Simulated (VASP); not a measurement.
Crystal: MgSe.

```
Mg Se
1.0
     0.00000    2.79632    2.79632
     2.79632    0.00000    2.79632
     2.79632    2.79632    0.00000
Mg Se
1 1
Direct
  0.00000 0.00000 0.00000
  0.50000 0.50000 0.50000
```

* Program: VASP 6.6.1
* Task: relaxation of cell and atoms
* Functional: PBEsol
* Potentials or basis: VASP PAW PBE potentials, release 64 (Mg, Se)
* Cutoff: 600 eV
* k mesh: 8 × 8 × 8
* Occupations: tetrahedron
* Spin: no spin polarisation

At the start: pressure -4.4 GPa; volume 21.87 Å³/atom.

How do energy, volume and symmetry change on relaxing?

Over 3 steps the energy falls by 24.1 meV/atom and the volume is 20.21 Å³/atom (-7.6 %); space group Fm-3m (No. 225, to 0.05 Å).

Step by step:
| step | energy change (eV) | largest force (eV/Å) | pressure (GPa) | volume (Å³) |
| --- | --- | --- | --- | --- |
| 1 | 0.0000 | 0.0000 | -4.41 | 43.73 |
| 2 | -0.0473 | 0.0000 | 0.65 | 40.03 |
| 3 | -0.0481 | 0.0000 | -0.01 | 40.42 |

Final structure:
```xyz
2
Lattice="0.0000 2.7240 2.7240 2.7240 0.0000 2.7240 2.7240 2.7240 0.0000" Properties=species:S:1:pos:R:3 pbc="T T T"
Mg    0.0000    0.0000    0.0000
Se    2.7240    2.7240    2.7240
```

Caveat: the PAW data sets were made with another functional, which shifts forces and pressure a little.
